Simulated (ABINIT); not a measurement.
# AgCl (Chlorargyrite) (Fm-3m) in ABINIT: a series of runs

The runs below take AgCl (Chlorargyrite) through band structure, with r2SCAN.

All numbers are computed with ABINIT 10.8.3 (patched build); they aren't measurements. Logs are shortened: lines on timing, memory, paths and dates and some standing lists are left out, and cuts for length are marked. The log counts tension as positive stress, the text compression.

**Experimental background.**

From a printed reference work, data compilation, for a bulk crystal of AgCl: band gap 3.249 eV (indirect).

The runs below are set against these values where they give the same quantity.

## (1) Starting point

The structure is cubic, space group Fm-3m (No. 225). Conventional cell: a = 5.470 Å, b = 5.470 Å, c = 5.470 Å, α = 90.00°, β = 90.00°, γ = 90.00°. Around Ag (site symmetry m-3m) lie 6 Cl at 2.73 Å. Cl (site symmetry m-3m) is surrounded by 6 Ag at 2.73 Å.

## (2) Band structure, r2SCAN

The input, run.abi:

```
# Datasets: ground state, then fixed potential
ndtset 2

# Pseudopotentials
pp_dirpath "./"
pseudos "Ag.GGA_PBE-ansatz.xml, Cl.GGA_PBE-ansatz.xml"

# Structure
acell 3.8678740931 3.8678740931 3.8678740931 Angstrom
rprim
     0.0000000000     0.7071067812     0.7071067812
     0.7071067812     0.0000000000     0.7071067812
     0.7071067812     0.7071067812     0.0000000000
ntypat 2
znucl 47 17
natom 2
typat 1 2
xred
     0.0000000000     0.0000000000     0.0000000000
     0.5000000000     0.5000000000     0.5000000000

# Plane-wave basis
ecut 18.0
pawecutdg 36.0

# Exchange and correlation
ixc -497498
usekden 1
pawxcdev 0

# Bands and occupations
occopt 3
tsmear 0.05 eV

# SCF cycle
nstep 100

# Output
iomode 3
prtwf 0
prteig 0
prtebands 0
enunit 1
prtden1 1
prtkden1 1

# Dataset 1
kptopt1 1
ngkpt1 8 8 8
nshiftk1 1
shiftk1 0.0 0.0 0.0
nband1 17
tolvrs1 1.0e-7

# Dataset 2: bands along G-X-W-K-G-L-U-W-L-K
iscf2 -2
getden2 1
getkden2 1
nband2 23
nbdbuf2 4
tolwfr2 1.0e-11
kptopt2 -9
ndivsm2 8
prteig2 1
kptbounds2
     0.0000000000     0.0000000000     0.0000000000
     0.5000000000     0.0000000000     0.5000000000
     0.5000000000     0.2500000000     0.7500000000
     0.3750000000     0.3750000000     0.7500000000
     0.0000000000     0.0000000000     0.0000000000
     0.5000000000     0.5000000000     0.5000000000
     0.6250000000     0.2500000000     0.6250000000
     0.5000000000     0.2500000000     0.7500000000
     0.5000000000     0.5000000000     0.5000000000
     0.3750000000     0.3750000000     0.7500000000
```

Potentials or basis: Ansatz PAW PBE default generated set, frozen core.

Launch:

```
> mpirun --bind-to none -np 4 abinit run.abi > log 2>&1
```

run.abo:

```text
[... set-up lines left out ...]
 ETOT  1  -143.53668410132    -1.435E+02 3.085E+00 7.411E+00
 ETOT  2  -143.83708352957    -3.004E-01 2.531E-02 9.267E+00
 ETOT  3  -143.82055508056     1.653E-02 6.173E-03 1.613E+00
 ETOT  4  -143.81918742976     1.368E-03 5.464E-04 2.513E-01
 ETOT  5  -143.81889240491     2.950E-04 1.688E-04 1.019E-03
 ETOT  6  -143.81890294961    -1.054E-05 3.284E-05 1.131E-03
 ETOT  7  -143.81890248002     4.696E-07 4.762E-05 1.004E-04
 ETOT  8  -143.81890241209     6.793E-08 1.633E-05 1.100E-05
 ETOT  9  -143.81890240018     1.191E-08 2.412E-05 9.290E-08

 At SCF step    9       nres2   =  9.29E-08 < tolvrs=  1.00E-07 =>converged.

Result for kinetic energy density :

--------------------------------------------------------------------------------
 Total kinetic energy density [Ha/Bohr^3]
)     Maximum=    1.4970E+00  at reduced coord.    0.0750    0.9500    0.9750
)     Minimum=    1.7279E-03  at reduced coord.    0.2500    0.2500    0.2500
   Integrated=    2.5378E+01
--------------------------------------------------------------------------------

 Cartesian components of stress tensor (hartree/bohr^3)
  sigma(1 1)= -7.51197351E-05  sigma(3 2)=  0.00000000E+00
  sigma(2 2)= -7.51197351E-05  sigma(3 1)=  0.00000000E+00
  sigma(3 3)= -7.51197351E-05  sigma(2 1)=  0.00000000E+00

--- !ResultsGS
iteration_state: {dtset: 1, }
comment   : Summary of ground state results
lattice_vectors:
- [  0.0000000,   5.1684010,   5.1684010, ]
- [  5.1684010,   0.0000000,   5.1684010, ]
- [  5.1684010,   5.1684010,   0.0000000, ]
lattice_lengths: [   7.30922,    7.30922,    7.30922, ]
lattice_angles: [ 60.000,  60.000,  60.000, ] # degrees, (23, 13, 12)
lattice_volume:   2.7612046E+02
convergence: {deltae:  1.191E-08, res2:  9.290E-08, residm:  2.412E-05, diffor: null, }
etotal    :  -1.43818902E+02
entropy   :   0.00000000E+00
fermie    :   1.12441791E-01
cartesian_stress_tensor: # hartree/bohr^3
- [ -7.51197351E-05,   0.00000000E+00,   0.00000000E+00, ]
- [  0.00000000E+00,  -7.51197351E-05,   0.00000000E+00, ]
- [  0.00000000E+00,   0.00000000E+00,  -7.51197351E-05, ]
pressure_GPa:   2.2101E+00
xred      :
- [  0.0000E+00,   0.0000E+00,   0.0000E+00, Ag]
- [  5.0000E-01,   5.0000E-01,   5.0000E-01, Cl]
cartesian_forces: # hartree/bohr
- [ -0.00000000E+00,  -0.00000000E+00,  -0.00000000E+00, ]
- [ -0.00000000E+00,  -0.00000000E+00,  -0.00000000E+00, ]
force_length_stats: {min:   0.00000000E+00, max:   0.00000000E+00, mean:   0.00000000E+00, }
...

 Integrated electronic density in atomic spheres:
[... 1254 lines left out ...]
lattice_volume:   2.7612046E+02
convergence: {deltae:  0.000E+00, res2:  0.000E+00, residm:  9.988E-12, diffor:  0.000E+00, }
etotal    :  -1.43818902E+02
entropy   :   0.00000000E+00
fermie    :   1.12441791E-01
cartesian_stress_tensor: null
pressure_GPa: null
xred      :
- [  0.0000E+00,   0.0000E+00,   0.0000E+00, Ag]
- [  5.0000E-01,   5.0000E-01,   5.0000E-01, Cl]
cartesian_forces: null
force_length_stats: {min: null, max: null, mean: null, }
...

 Integrated electronic density in atomic spheres:
 ------------------------------------------------
 Atom  Sphere_radius  Integrated_density
    1        2.63806         17.89158191
    2        2.42074          6.25257957

================================================================================

 ----iterations are completed or convergence reached----

 Mean square residual over all n,k,spin=   40.559E-13; max=  99.884E-13
 reduced coordinates (array xred) for    2 atoms
       0.000000000000      0.000000000000      0.000000000000
       0.500000000000      0.500000000000      0.500000000000

 cartesian coordinates (angstrom) at end:
    1      0.00000000000000     0.00000000000000     0.00000000000000
    2      2.73500000005881     2.73500000005881     2.73500000005881
 length scales=  7.309222725453  7.309222725453  7.309222725453 bohr
              =  3.867874093100  3.867874093100  3.867874093100 angstroms
 Eigenvalues (   eV  ) for nkpt= 139  k points:
 kpt#   1, nband= 23, wtk=  1.00000, kpt=  0.0000  0.0000  0.0000 (reduced coord)
 -89.97412  -52.65789  -52.65789  -52.65789  -13.81836   -0.38433   -0.38433   -0.38433
  -0.34330   -0.34330   -0.34330   -0.32619   -0.32619    3.72179   13.42120   13.42120
  13.42120   14.98809   16.45143   16.45143   16.81425   16.81425   16.81425
 kpt#   2, nband= 23, wtk=  1.00000, kpt=  0.0217  0.0000  0.0217 (reduced coord)
 -89.97412  -52.65790  -52.65789  -52.65789  -13.81555   -0.57239   -0.45439   -0.45439
  -0.38600   -0.32527   -0.27288   -0.27288   -0.11197    3.75527   13.35475   13.40365
  13.40365   15.07407   15.96953   16.45600   16.85169   16.85169   17.26451
 kpt#   3, nband= 23, wtk=  1.00000, kpt=  0.0435  0.0000  0.0435 (reduced coord)
 -89.97411  -52.65795  -52.65791  -52.65791  -13.80720   -0.81818   -0.53981   -0.53981
  -0.39099   -0.32251   -0.18648   -0.18648    0.09008    3.85443   13.18780   13.35438
  13.35438   15.29953   15.32645   16.46972   16.96043   16.96043   17.81182
 kpt#   4, nband= 23, wtk=  1.00000, kpt=  0.0652  0.0000  0.0652 (reduced coord)
 -89.97411  -52.65803  -52.65795  -52.65795  -13.79351   -1.06589   -0.62317   -0.62317
  -0.39921   -0.31798   -0.10184   -0.10184    0.26786    4.01534   12.97257   13.28217
  13.28217   14.66833   15.61207   16.49260   17.13107   17.13107   18.30876
 kpt#   5, nband= 23, wtk=  1.00000, kpt=  0.0870  0.0000  0.0870 (reduced coord)
[... 525 lines left out ...]
  -0.14824    0.04850    0.27437    0.72819    1.45387    6.96205    9.43021   10.86683
  12.20023   15.10698   16.00341   18.63246   20.67425   20.69350   21.43270
 kpt# 137, nband= 23, wtk=  1.00000, kpt=  0.3929  0.3929  0.7143 (reduced coord)
 -89.97396  -52.66063  -52.66005  -52.65894  -13.28509   -2.55754   -2.25935   -1.99174
  -0.17582    0.05700    0.27272    0.61767    1.34050    6.76619    9.65903   10.88174
  12.43834   14.94675   16.04157   18.72378   20.55731   21.00831   21.61284
 kpt# 138, nband= 23, wtk=  1.00000, kpt=  0.3839  0.3839  0.7321 (reduced coord)
 -89.97396  -52.66061  -52.66010  -52.65899  -13.28405   -2.44618   -2.28501   -1.94380
  -0.20546    0.06602    0.26901    0.54256    1.22676    6.58638    9.83653   10.92616
  12.65918   14.82092   16.11435   18.72438   20.39695   21.13560   21.99097
 kpt# 139, nband= 23, wtk=  1.00000, kpt=  0.3750  0.3750  0.7500 (reduced coord)
 -89.97396  -52.66066  -52.66005  -52.65903  -13.28466   -2.33789   -2.31951   -1.89319
  -0.23696    0.07509    0.25832    0.50951    1.11390    6.42511    9.95923   10.99249
  12.85442   14.73663   16.22734   18.63673   20.21270   21.21771   22.30065

== END DATASET(S) ==============================================================
================================================================================

 -outvars: echo values of variables after computation  --------
            acell      7.3092227255E+00  7.3092227255E+00  7.3092227255E+00 Bohr
           etotal1    -1.4381890240E+02
            fcart1    -0.0000000000E+00 -0.0000000000E+00 -0.0000000000E+00
                      -0.0000000000E+00 -0.0000000000E+00 -0.0000000000E+00
            rprim      0.0000000000E+00  7.0710678120E-01  7.0710678120E-01
                       7.0710678120E-01  0.0000000000E+00  7.0710678120E-01
                       7.0710678120E-01  7.0710678120E-01  0.0000000000E+00
           strten1    -7.5119735072E-05 -7.5119735072E-05 -7.5119735072E-05
                       0.0000000000E+00  0.0000000000E+00  0.0000000000E+00
           xangst      0.0000000000E+00  0.0000000000E+00  0.0000000000E+00
                       2.7350000001E+00  2.7350000001E+00  2.7350000001E+00
             xred      0.0000000000E+00  0.0000000000E+00  0.0000000000E+00
                       5.0000000000E-01  5.0000000000E-01  5.0000000000E-01
 Calculation completed.
```

It took 90 s on 4 MPI ranks of Arm Neoverse V1, shared host; peak memory 0.96 GiB.

What came out:

```yaml
Free_energy: -3913.5117 eV
Pressure: 2.2 GPa
Band_gap_on_the_k_mesh: 1.48 eV, indirect (least direct gap 3.89 eV)
Band_gap_along_the_path: 1.48 eV, indirect (least direct gap 3.71 eV)
Valence_electrons_inside_the_program's_atomic_spheres: Ag 17.89; Cl 6.25
```

Levels at the corners of the path, in eV from the valence-band top:
```tsv
point	band 9	band 10	band 11	band 12	band 13	band 14	band 15	band 16	band 17	band 18
Γ	-2.59	-2.59	-2.59	-2.57	-2.57	1.48	11.18	11.18	11.18	12.74
X	-2.98	-2.37	-2.11	-2.11	-1.96	2.90	8.25	9.45	12.64	12.64
W	-2.15	-2.15	-2.11	-2.06	-1.23	4.82	8.37	8.37	8.75	14.35
K	-2.48	-2.17	-1.99	-1.73	-1.13	4.18	7.71	8.75	10.61	12.49
Γ	-2.59	-2.59	-2.59	-2.57	-2.57	1.48	11.18	11.18	11.18	12.74
L	-2.23	-2.23	-1.88	0.00	0.00	4.63	7.46	8.16	8.16	14.00
U	-2.48	-2.17	-1.99	-1.73	-1.13	4.18	7.71	8.75	10.61	12.49
W	-2.15	-2.15	-2.11	-2.06	-1.23	4.82	8.37	8.37	8.75	14.35
L	-2.23	-2.23	-1.88	0.00	0.00	4.63	7.46	8.16	8.16	14.00
K	-2.48	-2.17	-1.99	-1.73	-1.13	4.18	7.71	8.75	10.61	12.49
```

Caveat: totals of a meta-GGA on PAW files have another zero than those of a GGA; the PAW data sets were made with another functional, which shifts forces and pressure a little.

## (3) Band structure, r2SCAN

run.abi, as its differences from that of step 2:

```diff
@@ -5,3 +5,3 @@
 pp_dirpath "./"
-pseudos "Ag.GGA_PBE-ansatz.xml, Cl.GGA_PBE-ansatz.xml"
+pseudos "Ag.GGA_PBE-JTH.xml, Cl.GGA_PBE-JTH.xml"
 
@@ -22,4 +22,4 @@
 # Plane-wave basis
-ecut 18.0
-pawecutdg 36.0
+ecut 30.0
+pawecutdg 52.0
 
@@ -51,3 +51,3 @@
 shiftk1 0.0 0.0 0.0
-nband1 17
+nband1 13
 tolvrs1 1.0e-7
@@ -58,3 +58,3 @@
 getkden2 1
-nband2 23
+nband2 19
 nbdbuf2 4
```

Potentials or basis: JTH PAW PBE v2.0.

Launch:

```
> mpirun --bind-to none -np 4 abinit run.abi > log 2>&1
```

Run time: 2 min. Hardware: 4 MPI ranks of Arm Neoverse V1, shared host; peak memory 0.6 GiB.

It converged, with:

| Property | Result |
| --- | --- |
| Free energy | -905.0618 eV |
| Pressure | 2.3 GPa |
| Band gap on the k mesh | 1.41 eV, indirect (least direct gap 3.84 eV) |
| Band gap along the path | 1.41 eV, indirect (least direct gap 3.66 eV) |
| Valence electrons inside the program's atomic spheres | Ag 9.66; Cl 4.36 |

Levels at the corners of the path, in eV from the valence-band top:
```
point  band 7  band 8  band 9  band 10  band 11  band 12
    Γ   -2.62   -2.56   -2.56     1.41    11.16    11.16
    X   -2.09   -2.09   -1.94     2.83     8.23     9.40
    W   -2.08   -2.04   -1.23     4.76     8.34     8.34
    K   -1.97   -1.72   -1.13     4.12     7.68     8.71
    Γ   -2.62   -2.56   -2.56     1.41    11.16    11.16
    L   -1.87    0.00    0.00     4.57     7.40     8.12
    U   -1.97   -1.72   -1.13     4.12     7.68     8.71
    W   -2.08   -2.04   -1.23     4.76     8.34     8.34
    L   -1.87    0.00    0.00     4.57     7.40     8.12
    K   -1.97   -1.72   -1.13     4.12     7.68     8.71
```

Caveat: totals of a meta-GGA on PAW files have another zero than those of a GGA; the PAW data sets were made with another functional, which shifts forces and pressure a little.

## (4) Band structure, r2SCAN

run.abi, as its differences from that of step 3:

```diff
@@ -5,3 +5,3 @@
 pp_dirpath "./"
-pseudos "Ag.GGA_PBE-JTH.xml, Cl.GGA_PBE-JTH.xml"
+pseudos "Ag_ONCV_PBE-1.2.upf, Cl_ONCV_PBE-1.2.upf"
 
@@ -22,4 +22,3 @@
 # Plane-wave basis
-ecut 30.0
-pawecutdg 52.0
+ecut 31.0
 
@@ -28,3 +27,2 @@
 usekden 1
-pawxcdev 0
 
@@ -51,4 +49,4 @@
 shiftk1 0.0 0.0 0.0
-nband1 13
-tolvrs1 1.0e-7
+nband1 17
+tolvrs1 1.0e-9
 
@@ -58,3 +56,3 @@
 getkden2 1
-nband2 19
+nband2 23
 nbdbuf2 4
```

Potentials or basis: SG15 NC PBE v1.2.

Launch:

```
> mpirun --bind-to none -np 4 abinit run.abi > log 2>&1
```

Run time: 2.2 min. Hardware: 4 MPI ranks of Arm Neoverse V1, shared host; peak memory 0.44 GiB.

Results (log left out):

```yaml
Free_energy: -4326.1215 eV
Pressure: 2.4 GPa
Band_gap_on_the_k_mesh: 1.40 eV, indirect (least direct gap 3.81 eV)
Band_gap_along_the_path: 1.40 eV, indirect (least direct gap 3.62 eV)
Valence_electrons_inside_the_program's_atomic_spheres: Ag 16.46; Cl 5.08
```

Levels at the corners of the path, in eV from the valence-band top:
| point | band 10 | band 11 | band 12 | band 13 | band 14 | band 15 | band 16 | band 17 |
| --- | --- | --- | --- | --- | --- | --- | --- | --- |
| Γ | -2.57 | -2.54 | -2.54 | -2.54 | 1.40 | 11.57 | 11.57 | 11.57 |
| X | -2.38 | -2.13 | -2.13 | -1.99 | 2.92 | 8.46 | 9.47 | 12.67 |
| W | -2.16 | -2.13 | -2.08 | -1.23 | 4.84 | 8.52 | 8.52 | 8.88 |
| K | -2.19 | -2.01 | -1.75 | -1.12 | 4.22 | 7.84 | 8.85 | 10.81 |
| Γ | -2.57 | -2.54 | -2.54 | -2.54 | 1.40 | 11.57 | 11.57 | 11.57 |
| L | -2.25 | -1.90 | 0.00 | 0.00 | 4.70 | 7.41 | 8.42 | 8.42 |
| U | -2.19 | -2.01 | -1.75 | -1.12 | 4.22 | 7.84 | 8.85 | 10.81 |
| W | -2.16 | -2.13 | -2.08 | -1.23 | 4.84 | 8.52 | 8.52 | 8.88 |
| L | -2.25 | -1.90 | 0.00 | 0.00 | 4.70 | 7.41 | 8.42 | 8.42 |
| K | -2.19 | -2.01 | -1.75 | -1.12 | 4.22 | 7.84 | 8.85 | 10.81 |

Caveat: the potentials were made for another functional, which shifts forces and pressure. r2SCAN opens gaps a little over a GGA but as a rule still falls short of measured ones.

## (5) Band structure, r2SCAN

run.abi, as its differences from that of step 4:

```diff
@@ -5,3 +5,3 @@
 pp_dirpath "./"
-pseudos "Ag_ONCV_PBE-1.2.upf, Cl_ONCV_PBE-1.2.upf"
+pseudos "Ag.upf, Cl.upf"
 
@@ -22,3 +22,3 @@
 # Plane-wave basis
-ecut 31.0
+ecut 49.0
 
@@ -27,2 +27,4 @@
 usekden 1
+nc_xccc_gspace 1
+boxcutmin 3.0
```

Potentials or basis: PseudoDojo NC SR PBE v0.4.1 standard.

Launch:

```
> mpirun --bind-to none -np 4 abinit run.abi > log 2>&1
```

run.abo:

```text
.Version 10.8.3 of ABINIT
 DATASET    1 : space group Fm -3 m (#225); Bravais cF (face-center cubic)
================================================================================
 Values of the parameters that define the memory need for DATASET  1.
     intxc =       0    ionmov =       0      iscf =       7    lmnmax =       6
     lnmax =       6     mgfft =      72  mpssoang =       3    mqgrid =    3001
     natom =       2  nloc_mem =       1    nspden =       1   nspinor =       1
    nsppol =       1      nsym =      48    n1xccc =    2501    ntypat =       2
    occopt =       3   xclevel =       2
       mpw =        4552          nfft =      373248          nkpt =          29
================================================================================
================================================================================

 DATASET    2 : space group Fm -3 m (#225); Bravais cF (face-center cubic)
[... 2008 lines left out ...]
   2.45751    2.77653    2.95310    3.19510    3.78874    8.96518   12.58944   13.59164
  15.45137   17.33270   18.98558   21.34115   22.95048   23.90367   24.99079

== END DATASET(S) ==============================================================
================================================================================

 -outvars: echo values of variables after computation  --------
            acell      7.3092227255E+00  7.3092227255E+00  7.3092227255E+00 Bohr
           etotal1    -1.7307211053E+02
            fcart1    -0.0000000000E+00 -0.0000000000E+00 -0.0000000000E+00
                      -0.0000000000E+00 -0.0000000000E+00 -0.0000000000E+00
            rprim      0.0000000000E+00  7.0710678120E-01  7.0710678120E-01
                       7.0710678120E-01  0.0000000000E+00  7.0710678120E-01
                       7.0710678120E-01  7.0710678120E-01  0.0000000000E+00
           strten1    -5.9961673753E-05 -5.9961673753E-05 -5.9961673753E-05
                       0.0000000000E+00  0.0000000000E+00  0.0000000000E+00
           xangst      0.0000000000E+00  0.0000000000E+00  0.0000000000E+00
                       2.7350000001E+00  2.7350000001E+00  2.7350000001E+00
             xred      0.0000000000E+00  0.0000000000E+00  0.0000000000E+00
                       5.0000000000E-01  5.0000000000E-01  5.0000000000E-01
 Calculation completed.
```

It took 14 min on 4 MPI ranks of Arm Neoverse V1, shared host; peak memory 0.92 GiB.

Results:

```
Free energy                                           : -4709.5320 eV
Pressure                                              : 1.8 GPa
Band gap on the k mesh                                : 1.32 eV, indirect (least direct gap 3.74 eV)
Band gap along the path                               : 1.32 eV, indirect (least direct gap 3.55 eV)
Valence electrons inside the program's atomic spheres : Ag 16.44; Cl 5.09
```

Levels at the corners of the path, in eV from the valence-band top:
```tsv
point	band 10	band 11	band 12	band 13	band 14	band 15	band 16	band 17
Γ	-2.59	-2.59	-2.52	-2.52	1.32	11.23	11.23	11.23
X	-2.32	-2.06	-2.06	-1.92	2.77	8.28	9.34	12.52
W	-2.12	-2.06	-2.02	-1.22	4.69	8.34	8.34	8.67
K	-2.13	-1.95	-1.71	-1.12	4.06	7.69	8.69	10.55
Γ	-2.59	-2.59	-2.52	-2.52	1.32	11.23	11.23	11.23
L	-2.19	-1.86	0.00	0.00	4.57	7.28	8.14	8.14
U	-2.13	-1.95	-1.71	-1.12	4.06	7.69	8.69	10.55
W	-2.12	-2.06	-2.02	-1.22	4.69	8.34	8.34	8.67
L	-2.19	-1.86	0.00	0.00	4.57	7.28	8.14	8.14
K	-2.13	-1.95	-1.71	-1.12	4.06	7.69	8.69	10.55
```

Caveat: a meta-GGA on potentials with a model core is unreliable; the potentials were made for another functional, which shifts forces and pressure. r2SCAN opens gaps a little over a GGA but as a rule still falls short of measured ones.

## (6) Overview

```csv
potentials or basis,cutoff (eV),fine-grid cutoff,gap on the mesh (eV),pressure (GPa)
"Ansatz PAW PBE default generated set, frozen core",490,979.61 eV,1.48,2.2
JTH PAW PBE v2.0,816,1414.99 eV,1.41,2.3
SG15 NC PBE v1.2,844,-,1.40,2.4
PseudoDojo NC SR PBE v0.4.1 standard,1333,-,1.32,1.8
```

Alike in all rows: task band structure; level r2SCAN; no spin polarisation; cell as given; k mesh 8 × 8 × 8; smearing fermi-dirac 0.05 eV.

Caveats: totals of a meta-GGA on PAW files have another zero than those of a GGA (some runs); the PAW data sets were made with another functional, which shifts forces and pressure a little (some runs); the potentials were made for another functional, which shifts forces and pressure (some runs); a meta-GGA on potentials with a model core is unreliable (some runs).

Absolute energies hang on the potentials; compare differences alone.

## (7) Against experiment

Step 2. A measured gap of AgCl is 3.249 eV (indirect; a printed reference work, data compilation); the calculated 1.48 eV misses it by -1.77 eV. So large a miss can be the level of theory's own, or it may mean another phase, state or a wrong row. Spin-orbit coupling on Ag is left out. The value is that of r2SCAN, without temperature or zero-point motion.

Step 3. A measured gap of AgCl is 3.249 eV (indirect; a printed reference work, data compilation); the calculated 1.41 eV misses it by -1.84 eV. So large a miss can be the level of theory's own, or it may mean another phase, state or a wrong row. Spin-orbit coupling on Ag is left out. The value is that of r2SCAN, without temperature or zero-point motion.
